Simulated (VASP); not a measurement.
Wanted: the native input for a VASP 6.6.1 run.

| Item | Value |
| --- | --- |
| Task | single point |
| Functional | PBE |
| Potentials or basis | VASP PAW PBE potentials, release 64 (Te_GW, Sn_d_GW) |
| Cutoff | 500 eV |
| k mesh | 3 × 3 × 3 |
| Occupations | gaussian, width 0.02 eV |
| Spin | no spin polarisation |
| Further INCAR settings | ALGO = Normal; EDIFF = 1e-07; NBANDS = 17 |

The structure of SnTe lies in POSCAR:

```
SnTe
1.0
    0.0000000000      3.6111460000      3.6111460000
    3.6111460000      0.0000000000      3.6111460000
    3.6111460000      3.6111460000      0.0000000000
Te Sn
1 1
Direct
    0.2500000000      0.2500000000      0.2500000000
    0.0000000000      0.0000000000      0.0000000000
```

Measurements of this composition are mostly on another form, of space group No. 225.

These files were run (other wordings do the same):

INCAR

```
SYSTEM = SnTe
PREC     = Accurate       ! precision mode
ENCUT    = 500            ! plane-wave cutoff, eV
EDIFF    = 1E-7           ! SCF threshold, eV
ISMEAR   = 0              ! smearing method
SIGMA    = 0.02           ! smearing width, eV
LREAL    = .False.        ! projectors in reciprocal space
LASPH    = .True.         ! aspherical terms in the spheres
NELM     = 100            ! most SCF steps
ALGO     = Normal         ! electronic algorithm
ISIF     = 2              ! what is computed and relaxed
LWAVE    = .False.        ! write WAVECAR
LCHARG   = .False.        ! write CHGCAR
GGA      = PE             ! functional
NBANDS   = 17             ! bands
```

KPOINTS

```
regular mesh
0
Gamma
  3 3 3
  0 0 0
```

Potentials or basis: VASP PAW PBE potentials, release 64 (Te_GW, Sn_d_GW).

Launch:

```bash
$ cat potpaw_PBE.64/Te_GW/POTCAR potpaw_PBE.64/Sn_d_GW/POTCAR > POTCAR
$ mpirun -np 1 vasp_std > vasp.out
```

It gave:

```
Pressure               : -0.9 GPa
Band gap on the k mesh : 0.82 eV, indirect (least direct gap 0.98 eV)
```

Caveat: the k mesh is coarse (spacing up to 0.50 Å⁻¹), so the values aren't converged; spin-orbit coupling is left out, which moves the levels of the heavy elements; an odd mesh through Γ misses points on the zone boundary, where band edges often lie.

It took 10 s on 1 thread of AMD EPYC 9R45 (Zen 5), with other jobs on the host, peak memory 0.2 GiB.
